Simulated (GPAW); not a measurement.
The system is Ti.

```
CELL_PARAMETERS angstrom
-1.64100 1.64100 1.64100
1.64100 -1.64100 1.64100
1.64100 1.64100 -1.64100
ATOMIC_POSITIONS crystal
Ti 0.00000 0.00000 0.00000
```

This isn't the form of Ti at room conditions, which is hcp.

Base run:

| Quantity | Value |
| --- | --- |
| Program | GPAW 26.7.0 |
| Functional | PBEsol |
| Potentials or basis | PAW data sets generated in the run's folder for this functional |
| Cutoff | 600 eV |
| Basis | pw |
| k mesh | 11 × 11 × 11 |
| Occupations | fermi-dirac, width 0.05 eV |
| Spin | no spin polarisation |

Its results: pressure -7.2 GPa.

Question: The run is repeated on the same cell with these changes: functional from PBEsol to BLYP; band points from 100 to 80. What comes out?

Answer: Pressure -0.9 GPa.

Not every run made on this cell is shown here.
